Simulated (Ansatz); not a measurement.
**All-electron equations of state of elemental crystals**

All-electron LAPW (Ansatz 0.2.0), scalar-relativistic, no spin, Fermi–Dirac smearing 0.136 eV, k-meshes of 8 to 18 points an axis; Birch–Murnaghan fits to pressures. Some or most of these lattices are hypothetical for the element, and V0 is the minimum nearest the starting volume; lattices without a usable fit are left out; mesh and smearing are coarse, and magnetic elements are treated as non-magnetic.

```
element  lattice  functional  V0 (Å³/atom)  B0 (GPa)   B′  k-points per axis
     Mn      bcc         LDA         10.14       324  4.4                 17
     Mn      bcc      PBEsol         10.43       302  4.5                 17
     Mn  diamond         PBE         15.19       144  4.2                  9
     Mn  diamond      PBEsol         14.56       160  4.2                  9
     Mn      fcc         LDA         10.10       327  4.4                 16
     Mn      fcc         PBE         10.77       277  4.4                 16
     Mn      fcc      PBEsol         10.38       305  4.4                 16
     Mn       sc         LDA         11.10       251  4.3                 15
     Mn       sc         PBE         11.95       208  4.4                 14
     Mn       sc      PBEsol         11.46       232  4.3                 14
```

**Question.** Give V0 and B0 for diamond Mn in LDA.

**Answer.** 14.09 Å³/atom and 172.4 GPa.

**Question.** Give V0 and B0 for bcc Mn in PBE.

**Answer.** 10.82 Å³/atom and 273.1 GPa.
